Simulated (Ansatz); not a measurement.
The calculation used Ansatz, DFT PBE, scalar-relativistic, plane waves, PAW. All cells share a 420 eV cutoff and Γ-centred k meshes spaced at most about 0.3 Å⁻¹ (about 0.25 or finer for metals, 2π included). No spin polarisation.

These are static total energies at zero pressure.

Compare these two cells of RbH2, each relaxed at this level.

1.

```cif
data_structure
_symmetry_space_group_name_H-M 'P4/nmm:1'
_symmetry_Int_Tables_number 129
_cell_length_a 4.7137
_cell_length_b 4.7137
_cell_length_c 11.8148
_cell_angle_alpha 90.000
_cell_angle_beta 90.000
_cell_angle_gamma 90.000
_cell_volume 262.51
loop_
_atom_site_label
_atom_site_type_symbol
_atom_site_symmetry_multiplicity
_atom_site_Wyckoff_symbol
_atom_site_fract_x
_atom_site_fract_y
_atom_site_fract_z
_atom_site_occupancy
Rb1 Rb 2 c 0.00000 0.50000 0.83561 1
H1 H 4 f 0.00000 0.00000 0.53260 1
```

2.

```cif
data_structure
_symmetry_space_group_name_H-M 'P6_3/mmc'
_symmetry_Int_Tables_number 194
_cell_length_a 5.4351
_cell_length_b 5.4351
_cell_length_c 9.0997
_cell_angle_alpha 90.000
_cell_angle_beta 90.000
_cell_angle_gamma 120.000
_cell_volume 232.79
loop_
_atom_site_label
_atom_site_type_symbol
_atom_site_symmetry_multiplicity
_atom_site_Wyckoff_symbol
_atom_site_fract_x
_atom_site_fract_y
_atom_site_fract_z
_atom_site_occupancy
Rb1 Rb 2 c 0.33333 0.66667 0.25000 1
H1 H 4 f 0.33333 0.66667 0.70799 1
```

Task: Which form is favoured at zero pressure, and by what margin per atom?

Result: Cell 1 is lower, by 82 meV/atom. Cell 1 has space group P4/nmm (No. 129), 43.8 Å³/atom and no gap on its mesh; cell 2 has space group P6_3/mmc (No. 194), 38.8 Å³/atom and no gap. Counting H atoms around Rb (those within 1.25 times the shortest such distance or 1.15 times the sum of covalent radii; a plus sign parts nearer from farther groups; the shortest distance is added where it is long for a bond), cell 1 has Rb 4+4 from 4.3 Å and cell 2 has Rb 6. Cell 1 and cell 2 both hold H–H pairs as short as in free H₂ molecules. Even the lower one lies +0.03 eV/atom against the reference forms of the elements (uncorrected), a margin that errors in the energy of the gaseous reference can exceed. Both come from invented guesses.

Weakly bound directions are ill-defined at this level, which has no dispersion term (P4/nmm), and this can change margins and order among such cells. With hydrogen, zero-point motion can shift such differences by 10 meV/atom or more. Cells relaxed within their symmetry can be saddle points.
